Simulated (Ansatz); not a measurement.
# Structures of BaTiO$_{3}$: which is lowest?

Plane-wave DFT in Ansatz with scalar-relativistic PAW potentials, cutoff 420 eV, Γ-centred meshes chosen by cell and gap, Gaussian smearing with energies taken to zero width. Every cell was relaxed (cell and atoms) in a run of its own, within the symmetry of its start. Functional: PBEsol.

Relaxed structures (starts from databases or built by putting these elements on another compound's sites):
A. P4mm, 5 atoms in the computed cell, a = 3.955 Å, c = 4.044 Å; sites (symmetry × multiplicity) Ba 4mm × 1, Ti 4mm × 1, O 2mm. × 2 + 4mm × 1; start: database
B. Pm-3m, 5 atoms in the computed cell, a = 3.970 Å; sites (symmetry × multiplicity) Ba m-3m × 1, Ti m-3m × 1, O 4/mm.m × 3; start: database

Q: Rank them by energy. Could pressure change the order?

A:
```csv
structure,group,E − E(lowest) (meV/atom),V (Å³/atom),gap on mesh (eV)
A,P4mm,0.0,12.65,1.85
B,Pm-3m,3.2,12.51,1.82
```

A is lowest, 3 meV/atom under B. The two lowest differ in volume by under 3 %, too little for a first-order estimate of what pressure does to that pair (other pairs aren't weighed here); with rigid cells even 3 % in favour of the higher one would need about 1 GPa. Other structures may lie lower than all of these, and vibrations aren't counted.

Spin-orbit coupling is left out, which matters for the bands of heavy elements.